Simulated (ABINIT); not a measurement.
# Quasiparticle gap of AlAs (F-43m) in ABINIT

Aim: the G0W0 gap of AlAs (F-43m) on PBE, step by step.

Calculated with ABINIT 10.8.3; PBE and many-body steps on it, plane waves.

**Experimental background.**

- Gap 3.018 eV: lowest direct gap at Gamma; earlier measurement quoted from literature, technique not stated; 300 K; bulk crystal (pure AlAs, literature value used as model input) (quoted in “Simultaneous Measurement of Mid-Infrared Refractive Indices in Thin-Film Heterostructures: Methodology and Results for GaAs/AlGaAs”, 2023, arxiv:2301.08293).

Report form: the programs' logs are mostly left out.

## (1) The structure

Symmetry: F-43m, No. 216, cubic system. The conventional cell has a = 5.661 Å, b = 5.661 Å, c = 5.661 Å, α = 90.00°, β = 90.00°, γ = 90.00°. Al has 4 As at 2.45 Å nearest. As has 4 Al at 2.45 Å nearest. Farther neighbours are not listed.

The cell and positions come from the Crystallography Open Database and are kept as given unless a step says otherwise.

## (2) Ground state

This step: ABINIT 10.8.3; DFT, PBE, plane waves, norm-conserving pseudopotentials.

The ground-state density comes first.

run.abi reads:

```
acell 3*1.0 Angstrom
rprim 
  0.000000000000 2.830400000000 2.830400000000
  2.830400000000 0.000000000000 2.830400000000
  2.830400000000 2.830400000000 -0.000000000000
ntypat 2
znucl 13 33
natom 2
typat 1 2
xred 
  0.000000000000 0.000000000000 0.000000000000
  0.250000000000 0.250000000000 0.250000000000
pp_dirpath "pseudos"
pseudos "Al.upf, As.upf"
ecut 44
ngkpt 6 6 6
nshiftk 1
shiftk 0 0 0
kptopt 1
chksymbreak 0
nband 18
occopt 1
tolvrs 1e-10
nstep 60
prtwf 0
optforces 0
optstress 0
indata_prefix "in"
outdata_prefix "out"
tmpdata_prefix "tmp"
```

The run is started by

```bash
$ OMP_NUM_THREADS=1 mpirun -n 4 abinit run.abi > log
```

It took 11 s on 4 MPI ranks of Arm Neoverse V2, shared host; peak memory 0.34 GiB.

Numbers from this step:

```
total energy               : -8370.2986 eV
gap                        : 1.436 eV
k of the valence top       : 0, 0, 0
k of the conduction bottom : 0.5, 0.5, 0
least direct gap           : 2.044 eV
```

The gap is indirect, with the least direct gap 0.61 eV higher.

## (3) Bands along the symmetry lines

Levels along a band path, at the cheap level, show where the edges lie and whether the meshes to come will hold them.

run.abi reads:

```
acell 3*1.0 Angstrom
rprim 
  0.000000000000 2.830400000000 2.830400000000
  2.830400000000 0.000000000000 2.830400000000
  2.830400000000 2.830400000000 -0.000000000000
ntypat 2
znucl 13 33
natom 2
typat 1 2
xred 
  0.000000000000 0.000000000000 0.000000000000
  0.250000000000 0.250000000000 0.250000000000
pp_dirpath "pseudos"
pseudos "Al.upf, As.upf"
ecut 44
iscf -2
irdden 1
kptopt 0
nkpt 50
kpt 
  0.00000000 0.00000000 0.00000000
  -0.06250000 -0.06250000 0.00000000
  -0.12500000 -0.12500000 0.00000000
  -0.18750000 -0.18750000 0.00000000
  -0.25000000 -0.25000000 0.00000000
  -0.31250000 -0.31250000 0.00000000
  -0.37500000 -0.37500000 0.00000000
  -0.43750000 -0.43750000 0.00000000
  -0.50000000 -0.50000000 0.00000000
  -0.48437500 -0.48437500 0.03125000
  -0.46875000 -0.46875000 0.06250000
  -0.45312500 -0.45312500 0.09375000
  -0.43750000 -0.43750000 0.12500000
  -0.42187500 -0.42187500 0.15625000
  -0.40625000 -0.40625000 0.18750000
  -0.39062500 -0.39062500 0.21875000
  -0.37500000 -0.37500000 0.25000000
  -0.37500000 0.00000000 0.37500000
  -0.32812500 0.00000000 0.32812500
  -0.28125000 0.00000000 0.28125000
  -0.23437500 0.00000000 0.23437500
  -0.18750000 0.00000000 0.18750000
  -0.14062500 0.00000000 0.14062500
  -0.09375000 0.00000000 0.09375000
  -0.04687500 0.00000000 0.04687500
  0.00000000 0.00000000 0.00000000
  0.00000000 0.00000000 0.06250000
  0.00000000 0.00000000 0.12500000
  0.00000000 0.00000000 0.18750000
  0.00000000 0.00000000 0.25000000
  0.00000000 0.00000000 0.31250000
  0.00000000 0.00000000 0.37500000
  0.00000000 0.00000000 0.43750000
  -0.00000000 -0.00000000 0.50000000
  -0.06250000 -0.03125000 0.46875000
  -0.12500000 -0.06250000 0.43750000
  -0.18750000 -0.09375000 0.40625000
  -0.25000000 -0.12500000 0.37500000
  -0.31250000 -0.15625000 0.34375000
  -0.37500000 -0.18750000 0.31250000
  -0.43750000 -0.21875000 0.28125000
  -0.50000000 -0.25000000 0.25000000
  -0.50000000 -0.28125000 0.21875000
  -0.50000000 -0.31250000 0.18750000
  -0.50000000 -0.34375000 0.15625000
  -0.50000000 -0.37500000 0.12500000
  -0.50000000 -0.40625000 0.09375000
  -0.50000000 -0.43750000 0.06250000
  -0.50000000 -0.46875000 0.03125000
  -0.50000000 -0.50000000 0.00000000
istwfk *1
nband 20
nbdbuf 2
tolwfr 1e-08
nstep 40
prtwf 0
prtvol 0
indata_prefix "in"
outdata_prefix "out"
tmpdata_prefix "tmp"
```

It took 16 s on 4 MPI ranks; peak memory 0.33 GiB; 63 s of CPU time.

Numbers from this step:

| Item | Value |
| --- | --- |
| gap | 1.436 eV |
| k of the valence top | 0, 0, 0 |
| k of the conduction bottom | -0.5, -0.5, 0 |
| least direct gap | 2.044 eV |

The gap is 1.436 eV, as in the run before at this level.

The electronic bands at the labelled points (eV, zero at the top of the highest filled band):

```csv
point,band 10,band 11,band 12,band 13,band 14,band 15,band 16,band 17
Γ,-11.87,0.00,0.00,0.00,2.04,4.29,4.29,4.29
halfway,-11.10,-3.21,-1.34,-1.34,2.59,3.78,6.84,6.84
X,-9.91,-5.43,-2.17,-2.17,1.44,2.30,10.32,10.32
halfway,-9.90,-5.35,-2.71,-2.08,1.80,3.03,9.53,9.58
U,-9.94,-5.17,-3.41,-1.80,2.24,4.98,8.18,8.33
jump to K,-9.94,-5.17,-3.41,-1.80,2.24,4.98,8.18,8.33
halfway,-11.03,-3.68,-2.00,-0.46,3.71,4.97,5.18,5.93
Γ,-11.87,0.00,0.00,0.00,2.04,4.29,4.29,4.29
halfway,-11.30,-3.39,-0.48,-0.48,2.61,4.92,4.92,6.45
L,-10.46,-5.57,-0.83,-0.83,2.14,4.69,4.69,7.76
halfway,-10.20,-5.26,-2.69,-1.54,3.67,4.25,6.69,7.66
W,-9.88,-5.08,-3.18,-2.82,4.33,5.65,5.71,6.07
halfway,-9.89,-5.28,-2.69,-2.54,2.50,3.41,8.13,8.86
X,-9.91,-5.43,-2.17,-2.17,1.44,2.30,10.32,10.32
```

## (4) Empty states on the mesh, 4×4×4 mesh, 94 bands

The sums over transitions need many empty states on a uniform mesh; this step solves for them.

run.abi reads:

```
acell 3*1.0 Angstrom
rprim 
  0.000000000000 2.830400000000 2.830400000000
  2.830400000000 0.000000000000 2.830400000000
  2.830400000000 2.830400000000 -0.000000000000
ntypat 2
znucl 13 33
natom 2
typat 1 2
xred 
  0.000000000000 0.000000000000 0.000000000000
  0.250000000000 0.250000000000 0.250000000000
pp_dirpath "pseudos"
pseudos "Al.upf, As.upf"
ecut 44
ngkpt 4 4 4
nshiftk 1
shiftk 0 0 0
kptopt 1
chksymbreak 0
iscf -2
irdden 1
istwfk *1
nband 94
nbdbuf 8
tolwfr 1e-09
nstep 60
prtvol 0
indata_prefix "in"
outdata_prefix "out"
tmpdata_prefix "tmp"
```

The job ended after 18 s (4 MPI ranks; peak memory 0.33 GiB).

This step gave:

```yaml
gap: 1.436 eV
k_of_the_valence_top: 0, 0, 0
k_of_the_conduction_bottom: 0.5, 0.5, 0
least_direct_gap: 2.044 eV
k_points_computed: 8
lowest_point_of_the_top_converged_band_above_the_valence_top: 70.0661 eV
```

On this mesh the gap is 1.436 eV.

## (5) Screening, 4×4×4 mesh, 86 bands, screening to 136.1 eV

The RPA dielectric matrix is built and inverted for each q.

This step: RPA screening on PBE, plane waves, norm-conserving pseudopotentials.

run.abi, as its differences from that of step 4:

```diff
@@ -20,10 +20,11 @@
 chksymbreak 0
-iscf -2
-irdden 1
 istwfk *1
-nband 94
-nbdbuf 8
-tolwfr 1e-09
-nstep 60
-prtvol 0
+occopt 1
+irdwfk 1
+optdriver 3
+nband 86
+ecuteps 5
+inclvkb 2
+awtr 1
+symchi 1
 indata_prefix "in"
```

The job ended after 19 s (4 MPI ranks; peak memory 0.82 GiB; 75 s of CPU time).

Numbers from this step:

* ε∞ with local fields, on this mesh, along the program's q direction: 14.21
* the same without local fields: 15.95
* plasma frequency: 28.12 eV
* plane waves in the screening matrix: 169

Local fields lower ε∞ by 11 %. On a Γ-centred mesh this coarse the value itself is usually too large, while a short band sum pulls it down.

## (6) Self-energy, 4×4×4 mesh, 86 bands, screening to 136.1 eV

The self-energy is evaluated for the states that the input lists, and the levels follow from it, in one-shot runs by the linearised quasiparticle equation.

This step: G0W0 on PBE, plane waves, norm-conserving pseudopotentials.

run.abi, as its differences from that of step 5:

```diff
@@ -23,8 +23,17 @@
 irdwfk 1
-optdriver 3
+optdriver 4
 nband 86
+gwcalctyp 0
+ecutsigx 44
+symsigma 1
+nkptgw 2
+kptgw 
+  0.0000000000 0.0000000000 0.0000000000
+  0.5000000000 0.5000000000 0.0000000000
+bdgw 
+  11 17
+  12 15
 ecuteps 5
-inclvkb 2
-awtr 1
-symchi 1
+irdscr 1
+ppmodel 1
 indata_prefix "in"
```

The job ended after 5.8 s (4 MPI ranks; peak memory 0.59 GiB).

Numbers from this step:

* G0W0 gap on the points computed: 1.863 eV
* starting gap on the mesh: 1.436 eV
* k of the valence top: 0, 0, 0
* k of the conduction bottom: 0.5, 0.5, 0
* Z at the valence top: 0.786
* Z at the conduction bottom: 0.803
* least direct G0W0 gap on the computed points: 2.769 eV

The gap on the mesh goes from 1.44 eV to 1.86 eV, a correction of +0.43 eV.

Limits: finite bands, cutoff and mesh; no spin-orbit coupling; coarse k mesh. v1 is the top filled band, c1 the lowest empty one. Levels before and after the correction, in eV, zero at the valence-band top of each column:

```csv
,conduction bottom,valence top
Kohn-Sham,1.44,0.00
G0W0,1.86,0.00
```

```csv
,level,energy (eV)
Kohn-Sham,Γ v3-v1,0.000
Kohn-Sham,Γ c1,2.044
Kohn-Sham,Γ c2-c4,4.293
Kohn-Sham,(0.5 0.5 0) v2-v1,-2.173
Kohn-Sham,(0.5 0.5 0) c1,1.436
Kohn-Sham,(0.5 0.5 0) c2,2.301
G0W0,Γ v3-v1,0.000
G0W0,Γ c1,2.769
G0W0,Γ c2-c4,4.903
G0W0,(0.5 0.5 0) v2-v1,-2.396
G0W0,(0.5 0.5 0) c1,1.863
G0W0,(0.5 0.5 0) c2,2.868
```

## (7) Where the time went

Times are wall times on 4 MPI ranks of Arm Neoverse V2, shared host, good to a factor of about two.

```csv
step,time,share,memory (GiB)
ground state,11 s,16 %,0.34
bands along the symmetry lines,16 s,23 %,0.33
empty states on the mesh,18 s,26 %,0.33
screening,19 s,27 %,0.82
self-energy,5.8 s,8 %,0.59
```

## (8) What came out

```
PBE gap              : 1.44 eV, indirect
G0W0 gap on the mesh : 1.86 eV
GW settings          : 4×4×4 mesh, 86 bands, screening to 136.1 eV, Godby-Needs plasmon pole
known limits         : not at the basis limit; no spin-orbit coupling; coarse k mesh
```

G0W0 moves the gap on the mesh from 1.44 eV to 1.86 eV (+0.43 eV), with Z of 0.79 and 0.80 at the edges. Local fields lower the RPA ε∞ on this mesh from 15.95 to 14.21; a Γ-centred mesh this coarse tends to raise both, most where the direct gap is narrow, while a short band sum lowers them. Only 2 of the mesh's irreducible points were corrected, so a valley elsewhere could overtake. Against experiment, by G0W0@PBE: the direct gap of 2.77 eV lies −0.25 eV from the measured 3.018 eV (direct, 300 K, quoted 2023). An exciton line or allowed optical edge lies below the quasiparticle gap by the binding energy; a forbidden edge can push the onset above it. The calculation has static nuclei and no excitons; a measured gap holds zero-point and thermal motion, which mostly lowers it. Bands and cutoff are finite, so the gap is not at the basis limit. The miss can reach some tenths of an eV and take either sign; the mesh is an error of its own. In the G0W0 run levels were corrected at 2 k points alone, so a gap called «on the mesh» is the least over those, and an edge elsewhere would be missed. The 4×4×4 mesh is coarse for this cell, which bears on the long-range parts of exchange and screening. The many-body steps are scalar-relativistic: spin-orbit coupling is not in them.

[Paths, hosts, dates, memory and timing lines, banners, echoed tables and standing remarks are left out of the program output.]

[Logs are printed without paths, hosts, clocks, repeated set-up lines and the standing remarks that a program may print on its own settings, such as how far it seeks lower states.]

[Runs of the session that timed out or met a known fault of the program may be left out.]

[Hosts, paths, dates, database ids (printed as entryN), source tags and the programs' standing remarks are cut or masked in the printed files.]

[G0W0 gaps are taken among the corrected bands and points alone; a level outside them can change the order at an edge.]

[Where Ansatz stands beside ABINIT at settings called matched, ABINIT's density can come from a denser mesh and the files from another edition; pairs whose starting gaps differed by over 0.03 eV were left out, so agreement reads better than it is.]
